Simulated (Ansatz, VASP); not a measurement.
**Cross-check of Al16CN15 (C_N) between VASP and Ansatz**

One calculation is typed for both programs; each brings its own data sets. How far apart do they land? The cell is taken from a series of runs on this material, whose earlier steps may have relaxed, scaled, displaced or heated it; both programs get it as it stands.

Calculated with Ansatz 0.2.0; plane waves, with VASP 6.6.1 beside it; single point at HSE06.

### Step 1. The structure

The cell holds 32 atoms: 16 Al, 15 N and 1 C. Cell: a = 6.227 Å, b = 6.227 Å, c = 9.967 Å, α = 90.0°, β = 90.0°, γ = 120.0°. It derives from AlN (AlN (P6_3mc)). Nearest the centre at fractional (0.833, 0.667, 0.440): C32 at 0.06 Å, Al6 at 1.92 Å, Al10 at 1.92 Å, Al13 at 1.95 Å, Al14 at 1.97 Å, N29 at 3.02 Å, Al15 at 3.07 Å, N28 at 3.07 Å.

Coordinates:

```
Al N C
1.0
     6.22721    0.00000    0.00000
    -3.11361    5.39293    0.00000
     0.00000    0.00000    9.96735
Al N C
16 15 1
Direct
  0.33529 0.16436 0.24990
  0.16464 0.33542 0.49987
  0.33249 0.16871 0.75025
  0.16754 0.33243 0.00153
  0.33849 0.66462 0.25177
  0.17297 0.84277 0.49896
  0.33149 0.66656 0.75161
  0.16902 0.83278 0.99882
  0.83572 0.16179 0.25167
  0.65689 0.32629 0.49836
  0.83442 0.16893 0.75139
  0.66711 0.33106 0.99891
  0.84187 0.65743 0.24544
  0.66103 0.83808 0.50684
  0.83320 0.66867 0.74814
  0.66846 0.83081 0.99954
  0.32913 0.17037 0.43890
  0.17019 0.33011 0.19120
  0.33265 0.16765 0.93977
  0.16727 0.33352 0.69040
  0.33101 0.67065 0.44117
  0.17581 0.83085 0.18783
  0.33317 0.66575 0.94116
  0.16922 0.83467 0.69055
  0.82916 0.16834 0.44112
  0.66870 0.32378 0.18780
  0.83350 0.16656 0.94128
  0.66741 0.33278 0.69037
  0.67390 0.82711 0.19141
  0.83391 0.66613 0.93942
  0.66525 0.83530 0.69556
  0.82848 0.67119 0.44348
```

### Step 2. Ansatz: single point, HSE06

Ansatz runs on its PAW soft_1 files.

A single point gives forces, pressure and levels at one fixed geometry, so differences don't come from the geometry; what else differs is listed under the comparison.

input.yaml reads:

```yaml
crystal:
  checkpoint: "../q0_M1.relax.run"
  host: checkpoint
basis:
  ecutwfc: 420
  xc_grid: 2
hamiltonian:
  xc: hse06
  pseudopotentials: { kind: paw, azcp: { folder: soft_1 } }
kpoints:
  mp_grid: { grid: [1, 1, 1], shift: [0.25, 0.25, 0.25] }
magnetization:
  spin_polarized: true
  initial_magnetization: 1
  spin_locking: { lock_magnetization: hard }
scf:
  occupations: { method: fixed }
  max_iter: 100
output:
  forces: true
  charged_corrections:
    epsilon: [4.49, 4.49, 4.72]
    static_epsilon: [8.15, 8.15, 9.65]
    defect_position: [0.833333, 0.666667, 0.440482]
  eigenvalues: true
checkpoint:
  read: "../q0_M1.relax.run"
  write: "../q0_M1.hybq.run"
  compress: false
  write_wavefunctions: false
  write_every: 100000
```

On the command line:

```bash
> ansatz run input.yaml --threads 8 --pin off --max-ram 18841MiB --backend cpu --events-out ev --progress --plain --runs-dir out
```

Numbers of over 12 decimals in the logs are rounded to 6 here.

What it wrote:

```text
Warning: kpoints.mp_grid.shift: disabling space-group detection — at a shift other than 0 and half a step a hybrid functional's run that is held to the crystal's symmetry can end above its lowest state, and by default nothing tells of it, so the full k-mesh is solved, and no spatial operation symmetrises the density, except that the density of a phonon batch's undisplaced supercell is averaged over the supercell's ow [...]
Warning: checkpoint.read: hamiltonian.xc differs: saved pbesol, current hse06; the SCF iterates under this deck's functional from the saved state
crystal.checkpoint: the structure is that of <dir>, a `relax` run, at its step 7: its result, under pbesol at a charge of 0 e; 32 atoms read, 0 with a starting moment; this deck's functional is hse06; crystal.structure_sha256 for this input is
exact exchange: scf.exx.singularity resolves to wigner_seitz, which cuts the screened interaction at the faces of the exchange supercell's Wigner-Seitz cell, so that each pair interacts once, at the shortest of its separations (the periodic images that this leaves out come, for a point-like exchange hole, to about 0.241 eV on a filled level). The cut falls within the interaction's reach, and what an exchange supercel [...]
Engine: ansatz 0.2.0, aarch64-unknown-linux-gnu
Pseudopotentials: kind: paw
Pseudopotential: Al, paw, valence charge 3, recommended cutoff 420 eV (normal), soft_1/Al.paw.azcp
Pseudopotential: N, paw, valence charge 5, recommended cutoff 420 eV (normal), soft_1/N.paw.azcp
Pseudopotential: C, paw, valence charge 4, recommended cutoff 420 eV (normal), soft_1/C.paw.azcp
Functional definition: HSE06
  parameter a = 0.25
  parameter omega = 0.11/bohr
  exchange = pbe_x - a*pbe_x_sr(omega) + a*exact_x_sr(omega)
  correlation = pbe_c
davidson cushion auto → on  (no smearing: the cushion is to keep the highest requested band from converging to the state above it; pin scf.eigensolver.cushion to override)
Crystal: 32 atoms, lattice volume = 334.733 Å³
Basis set: ecut = 420 eV, 6561 PW (Γ), exchange–correlation on 90×90×144 points (8 copies of the dense FFT grid, shifted against one another)
Bands: 96, of which v1, the nominal top of the filled ones, is band 64 counted from 1 (63 counted from 0)
Symmetry: 1 space group operations
k-points: 1
Non-local potential: Al, projectors of the file, l = 0: 2, l = 1: 2, l = 2: 1
Non-local potential: N, projectors of the file, l = 0: 2, l = 1: 2, l = 2: 1
Non-local potential: C, projectors of the file, l = 0: 2, l = 1: 2, l = 2: 1
PAW form: soft (Blöchl's): semilocal exchange-correlation on the pseudo side does not see the compensation charge
PAW frozen core: Al, regenerated for the run's functional, and the local potential with it (the file was generated under x = pbe(κ = 0.804, μ = 0.219515), c = pbe(β = 0.066725))
PAW frozen core: N, regenerated for the run's functional, and the local potential with it (the file was generated under x = pbe(κ = 0.804, μ = 0.219515), c = pbe(β = 0.066725))
PAW frozen core: C, regenerated for the run's functional, and the local potential with it (the file was generated under x = pbe(κ = 0.804, μ = 0.219515), c = pbe(β = 0.066725))
PAW one-centre angular grid: Al, 110 points (default); XC on 64 Gauss nodes
PAW one-centre angular grid: N, 110 points (default); XC on 64 Gauss nodes
PAW one-centre angular grid: C, 110 points (default); XC on 64 Gauss nodes
Initial density: read from a saved state, or passed on in memory by an earlier SCF of this step, an earlier step, the calling program or the single point that the run made first
Starting moments: Σ|m| = 1 μB on 32 of 32 sites; this step starts from the density that it was given
Initial wavefunctions: pseudopotential atomic-orbital guess
[...]
Frozen-core exchange: fock
SCF iter   1: F=—  HF=-14661.058584 eV  |F-HF|=—  |Δ(HF+E_count)|=         —  Δρ=1.42e-5 (↑1.37e-5 ↓1.42e-5)  dr2=2.97e-6  dr2_m=1.17e-7  M=1.000 μB ∫|m|=1.136 μB  β_m=0.30  ethr=1.24e-7  ⟨swp⟩=3.0  Hψ=433  notcnv=0
preconditioner: auto → none  [insulator: Δε(μ)=1.944 eV  Ē_g=15.074 eV  n_scr=66 (ndim 8)  ℏωp=22.9 eV  f_vac=0.000]
SCF iter   2: F=—  HF=-14661.058585 eV  |F-HF|=—  |Δ(HF+E_count)|=   2.72e-7  Δρ=1.19e-5 (↑7.51e-6 ↓1.19e-5)  dr2=7.84e-7  dr2_m=1.16e-7  M=1.000 μB ∫|m|=1.136 μB  β_m=0.39  ethr=2.17e-9  ⟨swp⟩=5.0  Hψ=570  notcnv=0
SCF iter   3: F=—  HF=-14661.058585 eV  |F-HF|=—  |Δ(HF+E_count)|=   2.04e-7  Δρ=9.50e-6 (↑4.46e-6 ↓9.50e-6)  dr2=2.09e-7  dr2_m=8.80e-8  M=1.000 μB ∫|m|=1.136 μB  β_m=0.50  ethr=5.72e-10  ⟨swp⟩=3.0  Hψ=556  notcnv=0
SCF iter   4: F=—  HF=-14661.058585 eV  |F-HF|=—  |Δ(HF+E_count)|=   9.93e-8  Δρ=6.39e-6 (↑2.51e-6 ↓6.39e-6)  dr2=7.21e-8  dr2_m=4.95e-8  M=1.000 μB ∫|m|=1.136 μB  β_m=0.75  ethr=1.42e-10  ⟨swp⟩=3.5  Hψ=476  notcnv=0
SCF iter   5: F=—  HF=-14661.058585 eV  |F-HF|=—  |Δ(HF+E_count)|=   1.66e-7  Δρ=2.79e-6 (↑1.84e-6 ↓2.79e-6)  dr2=5.72e-8  dr2_m=7.24e-9  M=1.000 μB ∫|m|=1.136 μB  β_m=0.68  ethr=4.49e-11  ⟨swp⟩=4.0  Hψ=648  notcnv=0
SCF iter   6: F=—  HF=-14661.058585 eV  |F-HF|=—  |Δ(HF+E_count)|=   1.33e-8  Δρ=1.42e-6 (↑8.60e-7 ↓1.42e-6)  dr2=8.54e-9  dr2_m=2.11e-9  M=1.000 μB ∫|m|=1.136 μB  β_m=0.76  ethr=4.06e-11  ⟨swp⟩=4.0  Hψ=604  notcnv=0
SCF iter   7: F=—  HF=-14661.058585 eV  |F-HF|=—  |Δ(HF+E_count)|=   1.26e-8  Δρ=7.39e-7 (↑5.37e-7 ↓7.39e-7)  dr2=5.33e-9  dr2_m=3.21e-10  M=1.000 μB ∫|m|=1.136 μB  β_m=0.75  ethr=5.38e-12  ⟨swp⟩=4.5  Hψ=660  notcnv=0
SCF iter   8: F=—  HF=-14661.058585 eV  |F-HF|=—  |Δ(HF+E_count)|=   1.44e-9  Δρ=3.57e-7 (↑3.27e-7 ↓3.57e-7)  dr2=2.05e-9  dr2_m=6.53e-11  M=1.000 μB ∫|m|=1.136 μB  β_m=0.70  ethr=3.72e-12  ⟨swp⟩=4.5  Hψ=612  notcnv=0
SCF iter   9: F=-14661.058585 eV  HF=-14661.058585 eV  |F-HF|=2.42e-10  |Δ(HF+E_count)|=  1.04e-10  Δρ=1.76e-7 (↑1.76e-7 ↓1.64e-7)  dr2=3.70e-10  dr2_m=3.14e-11  M=1.000 μB ∫|m|=1.136 μB  ethr=1.46e-12  ⟨swp⟩=4.0  Hψ=597  notcnv=0
SCF 3 converged in 9 iterations: F = -14661.058585 eV  dr2 = 3.70e-10
  Residual-converged pass: ⟨swp⟩=2.0  Hψ=359  notcnv=0  max |occ|·‖R‖ = 2.6e-7 eV (tolerance 2.7e-7 eV)  dr2=3.72e-10  dr2_m=3.15e-11  dr2_onsite=1.25e-11  max |Δocc| = 0.0e0
hybrid outer 2: dexx = +3.281e-6 eV, tail = 3.63e-9 eV, Δε = 2.08e-3 eV (about 4.85e-5 eV left of the loop's levels), ΔF = 2.50e-3 eV/Å (tail 1.04e-4)
this state was not tested for a lower state beside it, because the functional holds exact exchange (a hybrid, or Hartree-Fock), whose exchange loop this test does not read (fock_operator); the stability check (scf.self_checks: high) cannot read this state: a pseudopotential is PAW: the check reads norm-conserving sets alone
hybrid SCF converged: 2 outer / 16 inner (+6 warm-up), last move |dexx| = 3.28e-6 eV, tail = 3.63e-9 eV
Magnetization: 1.0000 μB (64.0000 up, 63.0000 down)
Absolute magnetization: 1.1386 μB (∫|ρ↑−ρ↓|, with the PAW one-centre terms)
Spin contamination: 0.0049 ħ² per cell (⟨S²⟩ above its minimum at these occupations)
Per-site moments (μB) at R_I (Å): [(-8.929964257300763e-5, 0.774565), (-2.9701491272626755e-5, 0.774771), (-0.00289931, 0.769296), (-0.000404488, 0.774565), (0.000378024, 0.774321), (-2.0759052995004143e-5, 0.776568), (0.00148722, 0.776568), (-0.00024916, 0.774321), (-0.000244704, 0.777501), (0.00640981, 0.769712), (0.017019, 0.772177), (0.00971178, 0.777394), (0.000486281, 0.776672), (0.000300077, 0.773968), (0.0033 [...]
Free energy (F): -14661.058585 eV
Frozen-core exchange: fock
Harris-Foulkes:  -14661.058585 eV  (|F-HF|=2.42e-10)
Internal energy: -14661.058585 eV  (E = F + TS)
E sigma→0 (E₀):  -14661.058585 eV
Fermi energy:    6.335696 (↑ 6.127950, ↓ 6.335696) eV
--- Per-component energies (eV) ---
  E_band       = 57.029565
  E_kinetic    = 2462.890781
  E_local      = -3250.663298  (includes V_loc(G=0)·N_el)
  E_nonlocal   = 690.849081
  E_hartree    = 1201.704109
  E_xc         = -1276.955576
  E_vxc        = -1365.020441  (∫ρ·V_xc dr)
  E_exx        = -281.814949  (= α·E_x^exact, valence–valence)
  E_paw        = -9557.838495  (= ΣΔE_a)
  E_vpaw       = -320.818562  (= ΣTr[D̂ρ^β])
  E_aug_tail   = 0.012890  (compensation charges beyond the density's cutoff)
  E_ewald      = -4648.176139
  E_core_change = -1.066987  (= ΣΔE_core)
  E_smearing   = -0.000000  (= −TS)
  E_closure    = -0.000000  (closes the sum)
  Σ components = -14661.058585   (vs F -14661.058585, Δ=-1.82e-12)
--- Forces (eV/Å), atoms counted from 1 ---
  atom   1  Al    -0.00956182     0.00284910    -0.03813518
  atom   2  Al    -0.01141176    -0.00012016     0.05328947
  atom   3  N      0.03274385    -0.01863691    -0.01055192
  atom   4  N      0.00842659    -0.00287163     0.00727016
  atom   5  Al     0.02989644     0.00812798     0.04144284
  atom   6  Al    -0.01327691    -0.01275315    -0.01010168
  atom   7  N     -0.00151639    -0.00940643    -0.00410220
  atom   8  N      0.00244523    -0.00056627    -0.04109732
  atom   9  Al     0.00720664     0.01789341    -0.03847015
  atom  10  Al     0.19076397     0.13307520     0.05808658
  atom  11  N     -0.00031202     0.00727078     0.00104973
  atom  12  N     -0.04851611    -0.02290804     0.05086719
  atom  13  Al     0.01292672     0.00367198     0.04771238
  atom  14  Al     0.01650284    -0.00413225     0.00947453
  atom  15  N     -0.01848531     0.01065178    -0.02711323
  atom  16  N     -0.04118523    -0.01869357    -0.10159177
  atom  17  Al    -0.01201407    -0.01231878    -0.03788686
  atom  18  Al    -0.02276786    -0.21761852     0.08766149
  atom  19  N     -0.00290868    -0.00130849    -0.00656701
  atom  20  N     -0.00421187     0.05329116     0.05706707
  atom  21  Al    -0.02999190     0.00671459     0.06813312
  atom  22  Al     0.02373922    -0.01568556    -0.00804937
  atom  23  N      0.00577841     0.00131534    -0.04118168
  atom  24  N     -0.01519426     0.02746625    -0.11593743
  atom  25  Al     0.02768771    -0.00701034    -0.27613081
  atom  26  Al    -0.15443007     0.09901612     0.12960600
  atom  27  C     -0.02148480     0.02291705     0.04217103
  atom  28  N      0.03252585    -0.04652676     0.06707810
  atom  29  Al    -0.00548484    -0.02579662     0.10930293
  atom  30  Al     0.00007646     0.03083207     0.03076150
  atom  31  N      0.00022806     0.00553034    -0.00656255
  atom  32  N      0.02180420    -0.01426642    -0.09748539
  max |Σ_I F_I| component: 9.56e-6 eV/Å
--- Band table (eV) ---
  k-point 0 ↑: bands = [... 60 lower, 5.4872, 5.7264, 5.8358, 6.1279, 12.9284, 13.6927, 13.7674, 13.8839, ... 28 higher]
  k-point 0 ↓: bands = [... 60 lower, 5.5815, 5.9744, 6.3357, 8.2800, 12.9513, 13.7068, 13.7947, 13.9070, ... 28 higher]
```

In the SCF lines HF is the Harris–Foulkes energy and dr2 the Hartree energy of the density residual, in eV; the loop may stop once dr2 is under the threshold and the program's other checks hold. Hψ counts applications of the Hamiltonian.

[end of part 1 of 2]

[Lines on the potential files, build, host, timing and source positions are cut from VASP's logs without a mark.]

[Logs are printed without paths, hosts, clocks, repeated set-up lines and the standing remarks that a program may print on its own settings, such as how far it seeks lower states.]

[Hosts, paths, dates, database ids (printed as entryN), source tags and the programs' standing remarks are cut or masked in the printed files.]
